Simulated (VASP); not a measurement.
Set up this calculation in VASP 6.6.1, as an ASE script.

| Quantity | Value |
| --- | --- |
| Task | single point |
| Functional | PBE |
| Potentials or basis | VASP PAW PBE potentials, release 64 (Se_GW, Ca_sv_GW) |
| Cutoff | 550 eV |
| k mesh | 7 × 7 × 7 |
| Occupations | gaussian, width 0.02 eV |
| Spin | no spin polarisation |
| Further INCAR settings | ALGO = Normal; EDIFF = 1.00e-06; NBANDS = 15 |

The structure of CaSe lies in CaSe.xyz:

```xyz
2
Lattice="0.0000000000 3.3000000000 3.3000000000 3.3000000000 0.0000000000 3.3000000000 3.3000000000 3.3000000000 0.0000000000" Properties=species:S:1:pos:R:3 pbc="T T T"
Se     1.6500000000      1.6500000000      1.6500000000
Ca     0.0000000000      0.0000000000      0.0000000000
```

The cell comes from a database or a generator and needn't be the stable form of this composition.

These files were run (other wordings do the same):

run.py

```python
from ase.calculators.vasp import Vasp
from ase.dft.bandgap import bandgap
from ase.io import read

atoms = read('CaSe.xyz')
calc = Vasp(
    directory='calc',
    xc='pbe',
    pp='PBE',
    setups='gw',
    prec='Accurate',
    encut=550,
    ediff=1e-06,
    ismear=0,
    sigma=0.02,
    lreal=False,
    lasph=True,
    nelm=80,
    algo='Normal',
    isif=2,
    lwave=False,
    lcharg=False,
    kpts=[7, 7, 7],
    gamma=True,
    nbands=15,
)
atoms.calc = calc

print('energy (eV):', atoms.get_potential_energy())
print('free energy (eV):', atoms.get_potential_energy(force_consistent=True))
print('forces (eV/A):')
print(atoms.get_forces())
print('stress (eV/A^3, Voigt):', atoms.get_stress())
print('Fermi level (eV):', calc.get_fermi_level())
gap, top, bottom = bandgap(calc)
print('band gap (eV):', gap, 'from (spin, k, band)', top, 'to', bottom)
```

Potentials or basis: VASP PAW PBE potentials, release 64 (Se_GW, Ca_sv_GW).

The run is started by

```console
$ python run.py
```

It gave:

| Property | Result |
| --- | --- |
| Pressure | -0.3 GPa |
| Band gap on the k mesh | 3.15 eV, indirect (least direct gap 3.23 eV) |

Caveat: an odd mesh through Γ misses points on the zone boundary, where band edges often lie.

Wall time 19 s on 1 thread of Intel(R) Xeon(R) Platinum 8488C (Sapphire Rapids), with other jobs on the host, peak memory 0.21 GiB.
